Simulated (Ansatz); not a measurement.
## H started in the widest void in wurtzite CdSe, 97 atoms, charge +1

All numbers come from Ansatz (PAW, plane waves, no spin–orbit coupling) at the single k point (¼, ¼, ¼) without its symmetry partners. The atoms were relaxed with PBEsol in a fixed cell; other functionals are single points on those atoms unless said otherwise. The valence top and gap of the host come from its small cell on a dense mesh, with the band extrema sought between the mesh points, lined up by the mean potential, PBEsol gap 0.54 eV, HSE06 gap 1.61 eV. The charge correction uses an assumed dielectric constant of 9.5.

Relaxed structure:

```xyz
97
Lattice="12.9067 0.0000 0.0000 0.0000 14.9033 0.0000 0.0000 0.0000 14.0415" Properties=species:S:1:pos:R:3 pbc="T T T"
Cd    0.0008    2.4716   14.0351
Cd    0.0127    2.4838    6.9931
Cd    4.3070    2.4708   14.0334
Cd    4.2931    2.4829    6.9944
Cd    2.1534    6.1929   14.0352
Cd    2.1533    6.1994    7.0126
Cd    0.0296    9.9266    0.0220
Cd    0.0025    9.9322    6.9844
Cd    8.6062    2.4748   14.0293
Cd    8.6064    2.4965    7.0180
Cd    6.4496    6.1688   14.0407
Cd    6.4411    6.1927    7.0035
Cd    4.2770    9.9254    0.0220
Cd    4.3014    9.9321    6.9837
Cd    2.1545   13.6603    0.0045
Cd    2.1529   13.6651    7.0123
Cd   10.7635    6.1676   14.0412
Cd   10.7704    6.1942    7.0058
Cd    8.6055    9.8816   14.0340
Cd    8.6049    9.9567    6.8049
Cd    6.4311   13.6762    0.0296
Cd    6.4427   13.6817    6.9605
Cd   10.7837   13.6761    0.0300
Cd   10.7702   13.6826    6.9614
Cd    2.1528    1.2416    3.4930
Cd    2.1513    1.2216   10.5415
Cd    0.0061    4.9615    3.4945
Cd    0.0231    4.9384   10.5244
Cd    6.4554    1.2555    3.5013
Cd    6.4242    1.2634   10.5110
Cd    4.2982    4.9605    3.4929
Cd    4.2817    4.9330   10.5242
Cd    2.1522    8.6763    3.5105
Cd    2.1513    8.6798   10.5223
Cd    0.0105   12.4188    3.5068
Cd    0.0355   12.4082   10.5736
Cd   10.7563    1.2561    3.5008
Cd   10.7907    1.2715   10.5144
Cd    8.6054    4.9577    3.5068
Cd    8.6058    4.9452   10.5301
Cd    6.4444    8.6756    3.4706
Cd    6.2687    8.6113   10.6039
Cd    4.2951   12.4186    3.5064
Cd    4.2723   12.4073   10.5740
Cd   10.7663    8.6760    3.4701
Cd   10.9375    8.6169   10.6080
Cd    8.6062   12.4224    3.4726
Cd    8.6105   13.0102   10.7337
Se    0.0029    2.4797    2.6258
Se    0.0272    2.4734    9.6309
Se    4.3038    2.4788    2.6245
Se    4.2803    2.4671    9.6321
Se    2.1527    6.2044    2.6249
Se    2.1541    6.2045    9.6482
Se    0.0111    9.9348    2.6464
Se    0.0260    9.9529    9.6300
Se    8.6062    2.4812    2.6215
Se    8.6065    2.4622    9.6539
Se    6.4561    6.1918    2.6282
Se    6.4399    6.1684    9.6473
Se    4.2945    9.9345    2.6464
Se    4.2761    9.9529    9.6288
Se    2.1534   13.6597    2.6351
Se    2.1545   13.6524    9.6510
Se   10.7561    6.1917    2.6285
Se   10.7713    6.1728    9.6498
Se    8.6059    9.9303    2.6256
Se    8.6019    9.5416    9.5101
Se    6.4475   13.6667    2.6523
Se    6.4007   13.6607    9.6170
Se   10.7663   13.6670    2.6528
Se   10.8170   13.6692    9.6181
Se    2.1518    1.2333    6.1290
Se    2.1522    1.2314   13.1680
Se    0.0071    4.9647    6.1309
Se    0.0062    4.9511   13.1553
Se    6.4572    1.2618    6.1378
Se    6.4574    1.2302   13.1478
Se    4.2954    4.9631    6.1296
Se    4.2983    4.9509   13.1552
Se    2.1506    8.6827    6.1449
Se    2.1519    8.6761   13.1547
Se    0.0062   12.4184    6.1442
Se    0.0017   12.4073   13.1890
Se   10.7533    1.2619    6.1374
Se   10.7548    1.2313   13.1500
Se    8.6054    4.9748    6.1448
Se    8.6054    4.9569   13.1585
Se    6.4352    8.6742    6.1124
Se    6.4329    8.6753   13.1997
Se    4.2973   12.4182    6.1434
Se    4.3048   12.4064   13.1891
Se   10.7730    8.6751    6.1124
Se   10.7774    8.6753   13.2027
Se    8.6058   12.4557    6.1210
Se    8.6067   12.4115   13.2273
H     8.6107    8.1205    9.0662
```

Chemical potentials μ are those of reference phases of the elements at zero temperature by the same functional (the usual solids, diamond for C, grey Sn, and the molecules H2, N2, O2, F2, Cl2, Br2 and S8).

```csv
functional,E(defect) − E(host) − Σ nμ + q·E_VBM (eV),monopole (eV),alignment (eV),formation energy at E_F = VBM (eV),moment (μB),"wall time, shared host"
PBEsol,0.14,0.15,-0.03,0.26,0 (no spin),51 s on NVIDIA GB300 (relaxation)
```

Problem. Estimate the formation energy and moment that HSE06 gives on these atoms.

Solution. -0.02 eV at E_F = VBM (-0.14 eV before the monopole term 0.15 eV and the alignment -0.03 eV), moment 0 (no spin).

HSE06 one-electron levels near the gap (the ten most localised at most), from the host's valence top, not corrected for the charge's images:

| level (eV) | spin | filling | atoms sharing it | element of the atom with most weight |
| --- | --- | --- | --- | --- |
| -0.15 | both | 2.00 | 64.2 | spread |
| -0.08 | both | 2.00 | 62.2 | spread |

All elements are taken at their own reference at once; growth conditions in equilibrium with the host shift these energies, by up to the host's formation enthalpy.

One k point and a cell of this size can leave errors of several tenths of an eV in such numbers.
